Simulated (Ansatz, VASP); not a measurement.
**Two plane-wave programs on ZnO**

```
CELL_PARAMETERS angstrom
3.36265 0.00000 0.00000
-1.68132 2.91214 0.00000
0.00000 0.00000 5.42222
ATOMIC_POSITIONS crystal
Zn 0.33333 0.66667 0.00145
Zn 0.66667 0.33333 0.50145
O 0.33333 0.66667 0.38065
O 0.66667 0.33333 0.88065
```

Alike in both runs: functional RPBE; k mesh 8 × 8 × 6; occupations gaussian, width 0.05 eV; no spin polarisation.

Ansatz relaxed the structure, and its values are those at the end. VASP's run is a single point on that final structure, the one shown.

|  | VASP | Ansatz |
| --- | --- | --- |
| version | VASP 6.6.1 | Ansatz 0.2.0 |
| potentials or method | VASP PAW PBE potentials, release 64 (Zn, O) | scalar-relativistic, plane waves, PAW |
| plane-wave cutoff (eV) | 520 | 420 |
| valence electrons in the cell | 36 | 36 |

Ansatz gave:

| Quantity | Value |
| --- | --- |
| gap on the k mesh at the Fermi level (eV) | 0.74 |
| least direct gap on the mesh (eV) | 0.74 |
| pressure (GPa) | -4.2 |
| rms of the force components (eV/Å) | 0.003 |

Problem. What did VASP give for the same quantities?

Solution. gap on the k mesh at the Fermi level (eV): 0.72; least direct gap on the mesh (eV): 0.72; pressure (GPa): -3.4; rms of the force components (eV/Å): 0.003.

Caveats: the PAW data sets were made with another functional, which shifts forces and pressure a little (VASP).
